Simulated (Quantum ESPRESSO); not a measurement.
# Pt (Fm-3m) in Quantum ESPRESSO: notebook, part 2 of 4

Quantum ESPRESSO 7.5. Earlier steps stand in the parts before.

**3. Phonons, LDA**

pw.in

```
&CONTROL
  calculation = 'scf'
  prefix = 'pwscf'
  outdir = './tmp'
  pseudo_dir = './pseudo'
  tprnfor = .true.
  tstress = .true.
  disk_io = 'low'
/
&SYSTEM
  ibrav = 0
  nat = 1
  ntyp = 1
  ecutwfc = 45
  ecutrho = 360
  nbnd = 14
  occupations = 'smearing'
  smearing = 'mv'
  degauss = 0.01469973
/
&ELECTRONS
  conv_thr = 2d-10
  electron_maxstep = 120
  mixing_beta = 0.5
/
ATOMIC_SPECIES
Pt   195.0840 pt_lda_v1.4.uspp.F.UPF
CELL_PARAMETERS angstrom
   0.0000000000    1.9609000000    1.9609000000
   1.9609000000    0.0000000000    1.9609000000
   1.9609000000    1.9609000000    0.0000000000
ATOMIC_POSITIONS angstrom
Pt     0.0000000000    0.0000000000    0.0000000000
K_POINTS automatic
10 10 10 0 0 0
```

relax.in

```
&CONTROL
  calculation = 'vc-relax'
  prefix = 'pwscf'
  outdir = './tmp'
  pseudo_dir = './pseudo'
  tprnfor = .true.
  tstress = .true.
  disk_io = 'low'
  nstep = 40
  forc_conv_thr = 0.0001
  etot_conv_thr = 1d-06
/
&SYSTEM
  ibrav = 0
  nat = 1
  ntyp = 1
  ecutwfc = 45
  ecutrho = 360
  nbnd = 14
  occupations = 'smearing'
  smearing = 'mv'
  degauss = 0.01469973
/
&ELECTRONS
  conv_thr = 2d-10
  electron_maxstep = 120
  mixing_beta = 0.5
/
&IONS
  ion_dynamics = 'bfgs'
/
&CELL
  cell_dynamics = 'bfgs'
  press = 0
  press_conv_thr = 0.2
/
ATOMIC_SPECIES
Pt   195.0840 pt_lda_v1.4.uspp.F.UPF
CELL_PARAMETERS angstrom
   0.0000000000    1.9609000000    1.9609000000
   1.9609000000    0.0000000000    1.9609000000
   1.9609000000    1.9609000000    0.0000000000
ATOMIC_POSITIONS angstrom
Pt     0.0000000000    0.0000000000    0.0000000000
K_POINTS automatic
10 10 10 0 0 0
```

scf2.in

```
&CONTROL
  calculation = 'scf'
  prefix = 'pwscf'
  outdir = './tmp'
  pseudo_dir = './pseudo'
  tprnfor = .true.
  tstress = .true.
  disk_io = 'low'
/
&SYSTEM
  ibrav = 0
  nat = 1
  ntyp = 1
  ecutwfc = 45
  ecutrho = 360
  nbnd = 14
  occupations = 'smearing'
  smearing = 'mv'
  degauss = 0.01469973
/
&ELECTRONS
  conv_thr = 1d-13
  electron_maxstep = 120
  mixing_beta = 0.5
  startingpot = 'file'
  startingwfc = 'file'
/
ATOMIC_SPECIES
Pt   195.0840 pt_lda_v1.4.uspp.F.UPF
CELL_PARAMETERS angstrom
   0.0000000000    1.9453199514    1.9453199514
   1.9453199514    0.0000000000    1.9453199514
   1.9453199514    1.9453199514    0.0000000000
ATOMIC_POSITIONS angstrom
Pt     0.0000000000    0.0000000000    0.0000000000
K_POINTS automatic
10 10 10 0 0 0
```

ph.in

```
phonons of Pt
&INPUTPH
  prefix = 'pwscf'
  outdir = './tmp'
  tr2_ph = 1d-18
  fildyn = 'dyn'
  niter_ph = 90
  alpha_mix(1) = 0.4
/
0.3535533906 0.3535533906 0.3535533906
```

Potentials or basis: GBRV 1.5 LDA.

On the command line:

```sh
$ OMP_NUM_THREADS=1 pw.x -in pw.in > pw.out
$ OMP_NUM_THREADS=1 pw.x -in relax.in > relax.out
$ OMP_NUM_THREADS=1 pw.x -in scf2.in > scf2.out
$ OMP_NUM_THREADS=1 ph.x -in ph.in > ph.out
```

pw.out:

```text
This program is part of the open-source Quantum ESPRESSO suite
     for quantum simulation of materials; please cite
[... 9 lines left out ...]
     --------------------
     sticks:   dense  smooth     PW     G-vecs:    dense   smooth      PW
     Sum         673     349    121                11791     4111     869

     Using Slab Decomposition

     bravais-lattice index     =            0
     lattice parameter (alat)  =       5.2405  a.u.
     unit-cell volume          =     101.7637 (a.u.)^3
     number of atoms/cell      =            1
     number of atomic types    =            1
     number of electrons       =        16.00
     number of Kohn-Sham states=           14
     kinetic-energy cutoff     =      45.0000  Ry
     charge density cutoff     =     360.0000  Ry
     scf convergence threshold =      2.0E-10
     mixing beta               =       0.5000
     number of iterations used =            8  plain     mixing
     Exchange-correlation=  SLA  PZ   NOGX NOGC
                           (   1   1   0   0   0   0   0)

     celldm(1)=   5.240459  celldm(2)=   0.000000  celldm(3)=   0.000000
     celldm(4)=   0.000000  celldm(5)=   0.000000  celldm(6)=   0.000000

[... 8 lines left out ...]
               b(3) = (  0.707107  0.707107 -0.707107 )

     PseudoPot. # 1 for Pt read from file:
     pt_lda_v1.4.uspp.F.UPF
     Pseudo is Ultrasoft + core correction, Zval = 16.0
     Generated by new atomic code, or converted to UPF format
     Using radial grid of  985 points,  6 beta functions with:
                l(1) =   0
                l(2) =   0
                l(3) =   1
                l(4) =   1
                l(5) =   2
                l(6) =   2
     Q(r) pseudized with  8 coefficients,  rinner =    1.300   1.300   1.300
                                                       1.300   1.300

     atomic species   valence    mass     pseudopotential
     Pt               16.00   195.08400     Pt( 1.00)

     48 Sym. Ops., with inversion, found

   Cartesian axes

     site n.     atom                  positions (alat units)
         1        Pt     tau(   1) = (   0.0000000   0.0000000   0.0000000  )

     number of k points=    47  Marzari-Vanderbilt smearing, width (Ry)=  0.0147
                       cart. coord. in units 2pi/alat
        k(    1) = (   0.0000000   0.0000000   0.0000000), wk =   0.0020000
        k(    2) = (   0.0707107   0.0707107  -0.0707107), wk =   0.0160000
        k(    3) = (   0.1414214   0.1414214  -0.1414214), wk =   0.0160000
        k(    4) = (   0.2121320   0.2121320  -0.2121320), wk =   0.0160000
        k(    5) = (   0.2828427   0.2828427  -0.2828427), wk =   0.0160000
        k(    6) = (  -0.3535534  -0.3535534   0.3535534), wk =   0.0080000
[... 39 lines left out ...]
        k(   46) = (  -0.0707107  -0.3535534   0.6363961), wk =   0.0480000
        k(   47) = (  -0.7071068   0.2828427   0.0000000), wk =   0.0240000

     Dense  grid:    11791 G-vectors     FFT dimensions: (  32,  32,  32)

     Smooth grid:     4111 G-vectors     FFT dimensions: (  24,  24,  24)

     Initial potential from superposition of free atoms

     starting charge      15.5000, renormalised to      16.0000

     negative rho (up, down):  1.838E-01 0.000E+00
     Starting wfcs are   12 randomized atomic wfcs +    2 random wfcs

     Self-consistent Calculation

     iteration #  1     ecut=    45.00 Ry     beta= 0.50
     Davidson diagonalization with overlap
     ethr =  1.00E-02,  avg # of iterations =  4.2

     negative rho (up, down):  1.715E-01 0.000E+00

     total energy              =    -210.61812228 Ry
     estimated scf accuracy    <       0.78265058 Ry

     iteration #  2     ecut=    45.00 Ry     beta= 0.50
     Davidson diagonalization with overlap
     ethr =  4.89E-03,  avg # of iterations =  2.0

     negative rho (up, down):  1.722E-01 0.000E+00

     total energy              =    -210.80145010 Ry
     estimated scf accuracy    <       0.01045021 Ry
[... 37 lines left out ...]
     iteration #  7     ecut=    45.00 Ry     beta= 0.50
     Davidson diagonalization with overlap
     ethr =  7.25E-11,  avg # of iterations =  2.5

     negative rho (up, down):  1.714E-01 0.000E+00

     total energy              =    -210.80333118 Ry
     estimated scf accuracy    <          5.1E-10 Ry

     iteration #  8     ecut=    45.00 Ry     beta= 0.50
     Davidson diagonalization with overlap
     ethr =  3.17E-12,  avg # of iterations =  2.5

     negative rho (up, down):  1.714E-01 0.000E+00

     End of self-consistent calculation

          k = 0.0000 0.0000 0.0000 (   531 PWs)   bands (ev):

   -30.3626 -30.3626 -30.3626  11.9086  18.4066  18.4066  18.4066  20.5930
    20.5930  36.8686  41.7626  41.7626  41.7626  47.2018

          k = 0.0707 0.0707-0.0707 (   534 PWs)   bands (ev):

   -30.4088 -30.3692 -30.3692  12.3088  18.2393  18.5575  18.5575  20.5152
    20.5152  37.4693  40.0183  42.3733  42.3733  48.7815

          k = 0.1414 0.1414-0.1414 (   525 PWs)   bands (ev):

   -30.5287 -30.3865 -30.3865  13.3659  17.9876  18.7916  18.7916  20.5440
    20.5440  37.1010  38.5877  43.9968  43.9968  46.1789

          k = 0.2121 0.2121-0.2121 (   522 PWs)   bands (ev):

   -30.6746 -30.4079 -30.4079  14.4561  18.4320  18.6943  18.6943  21.1227
    21.1227  33.7219  38.0890  44.3349  44.3349  47.1609
[... 118 lines left out ...]
   -30.7696 -30.5242 -30.5242  15.2925  15.7911  21.8565  22.0573  22.0573
    22.0693  33.9210  34.7785  34.7785  41.7548  44.8453

          k =-0.0707-0.6364 0.6364 (   512 PWs)   bands (ev):

   -30.7889 -30.5553 -30.5307  15.3521  15.8053  21.1529  21.8101  22.5603
    24.8547  31.0471  33.7203  34.4395  42.8372  45.5719

          k = 0.0000-0.5657 0.5657 (   510 PWs)   bands (ev):

   -30.7604 -30.6110 -30.5172  15.6985  16.3360  19.9602  21.2842  22.2795
    27.7321  28.7338  32.6245  35.7710  42.8616  47.3584

          k =-0.7071 0.0000 0.0000 (   524 PWs)   bands (ev):

   -30.8104 -30.5411 -30.5411  15.1166  15.5719  22.2464  22.7175  22.7175
    23.9473  30.9802  33.5461  33.5461  42.3502  45.7226

          k = 0.2828 0.1414 0.0000 (   527 PWs)   bands (ev):

   -30.5733 -30.4449 -30.4050  14.2807  17.3662  18.7961  19.5030  19.9322
    21.4330  37.2407  39.1852  41.4360  41.9597  46.7344

          k = 0.3536 0.2121-0.0707 (   518 PWs)   bands (ev):

   -30.6753 -30.4859 -30.4257  15.3872  17.4189  18.2821  19.5281  20.7004
    22.5336  34.1239  38.1973  39.7596  43.0458  46.2978

          k =-0.2828-0.4243 0.5657 (   517 PWs)   bands (ev):

   -30.7605 -30.5098 -30.4478  15.7247  17.8352  18.4682  19.2911  21.7335
    24.0290  30.2979  37.5925  38.5419  41.9815  47.5166

          k =-0.2121-0.3536 0.4950 (   522 PWs)   bands (ev):

   -30.7933 -30.5172 -30.4576  15.7254  17.6715  19.1303  19.2315  22.0961
    25.6517  27.7123  37.4802  38.2282  40.8162  49.0287
[... 28 lines left out ...]
   -30.7575 -30.5494 -30.5199  15.6986  16.1042  19.7097  21.6214  22.0521
    24.3505  32.3013  34.2828  35.6135  43.5609  44.8807

          k =-0.0707-0.4950 0.6364 (   510 PWs)   bands (ev):

   -30.7491 -30.6038 -30.5247  15.9729  16.4998  19.2308  21.0031  22.4269
    27.0888  29.6568  33.1569  35.2039  43.8962  47.0876

          k = 0.0000-0.4243 0.5657 (   520 PWs)   bands (ev):

   -30.6957 -30.6705 -30.5056  16.4124  17.1150  18.4194  20.4129  22.0672
    27.3726  30.2995  31.8397  36.6227  43.1883  47.8574

          k =-0.7071 0.1414 0.0000 (   504 PWs)   bands (ev):

   -30.7850 -30.5672 -30.5423  15.5021  15.9102  20.6551  21.6646  22.7190
    26.2897  30.1028  33.0966  34.0236  44.0448  45.5821

          k =-0.1414-0.4243 0.7071 (   515 PWs)   bands (ev):

   -30.7227 -30.6152 -30.5104  16.6381  17.0162  17.8874  20.6232  22.0431
    26.2701  31.3423  32.7085  36.0994  44.9086  45.7091

          k =-0.0707-0.3536 0.6364 (   512 PWs)   bands (ev):

   -30.7014 -30.6537 -30.5241  16.6949  17.3076  17.8199  20.2569  22.3843
    28.1634  29.4644  32.5023  35.2364  44.7761  46.9803

          k =-0.7071 0.2828 0.0000 (   512 PWs)   bands (ev):

   -30.7183 -30.6351 -30.5442  16.3445  16.9082  18.5190  20.4677  22.7211
    29.1541  29.3066  31.5995  34.2767  46.0117  47.7275

     the Fermi energy is    22.2391 ev

!    total energy              =    -210.80333118 Ry
     estimated scf accuracy    <          3.1E-12 Ry
     smearing contrib. (-TS)   =       0.00006997 Ry
     internal energy E=F+TS    =    -210.80340115 Ry

     The total energy is F=E-TS. E is the sum of the following terms:
     one-electron contribution =     -20.12276320 Ry
     hartree contribution      =      24.48306127 Ry
     xc contribution           =     -56.79041187 Ry
     ewald contribution        =    -158.37328735 Ry

     convergence has been achieved in   8 iterations

     negative rho (up, down):  1.714E-01 0.000E+00

     Forces acting on atoms (cartesian axes, Ry/au):

     atom    1 type  1   force =     0.00000000    0.00000000    0.00000000

     Total force =     0.000000     Total SCF correction =     0.000000

     Computing stress (Cartesian axis) and pressure

     negative rho (up, down):  1.714E-01 0.000E+00
          total   stress  (Ry/bohr**3)                   (kbar)     P=      -71.01
  -0.00048269   0.00000000  -0.00000000          -71.01        0.00       -0.00
   0.00000000  -0.00048269   0.00000000            0.00      -71.01        0.00
  -0.00000000  -0.00000000  -0.00048269           -0.00       -0.00      -71.01

=------------------------------------------------------------------------------=
   JOB DONE.
=------------------------------------------------------------------------------=
```

It took 1.8 min on 1 thread of Arm Neoverse V2, shared host; peak memory 0.09 GiB.

What came out:

- Free energy: -2868.1322 eV
- Relaxed volume: 14.72 Å³/atom
- Relaxed cell: a = 2.751 Å, b = 2.751 Å, c = 2.751 Å, α = 60.00°, β = 60.00°, γ = 60.00°
- Space group after relaxing (to 0.05 Å): Fm-3m (No. 225)
- Pressure after relaxing: -0.1 GPa
- Band gap on the k mesh: none (metal or under the smearing width)
- Highest phonon frequency at the q point run: 205 cm⁻¹

The path:
| step | energy change (eV) | largest force (eV/Å) | pressure (GPa) | volume (Å³) |
| --- | --- | --- | --- | --- |
| 1 | 0.0000 | 0.0000 | -7.10 | 15.08 |
| 2 | -0.0056 | 0.0000 | 4.07 | 14.54 |
| 3 | -0.0080 | 0.0000 | -0.20 | 14.73 |
| 4 | -0.0080 | 0.0000 | 0.00 | 14.72 |

Final structure:
```cif
data_structure
_symmetry_space_group_name_H-M 'P 1'
_symmetry_Int_Tables_number 1
_cell_length_a 2.7511
_cell_length_b 2.7511
_cell_length_c 2.7511
_cell_angle_alpha 60.000
_cell_angle_beta 60.000
_cell_angle_gamma 60.000
_cell_volume 14.72
loop_
_atom_site_label
_atom_site_type_symbol
_atom_site_fract_x
_atom_site_fract_y
_atom_site_fract_z
_atom_site_occupancy
Pt1 Pt 0.00000 0.00000 0.00000 1
```

Levels at points of the mesh, in eV from the Fermi level:
```csv
k point,band 5,band 6,band 7,band 8,band 9,band 10,band 11,band 12
"(0.00, 0.00, 0.00)",-3.98,-3.98,-3.98,-1.71,-1.71,14.56,19.59,19.59
"(0.00, 0.00, -0.50)",-4.04,-4.04,-0.63,0.04,0.04,5.93,14.13,19.03
"(0.00, -0.50, -0.50)",-6.92,0.01,0.50,0.50,1.66,9.01,11.39,11.39
```

Phonon frequencies in cm⁻¹ (negative: imaginary):
| q point | frequencies |
| --- | --- |
| (0.500, 0.500, 0.500) | 97 97 205 |

Phonon modes at q = (0.500, 0.500, 0.500) in reciprocal lattice units:
```csv
mode,symmetry,cm⁻¹
1,E_u,97
2,E_u,97
3,A_2u,205
```

Caveat: the mesh is thin for the phonons of a metal.

(Continued in part 3 of 4.)
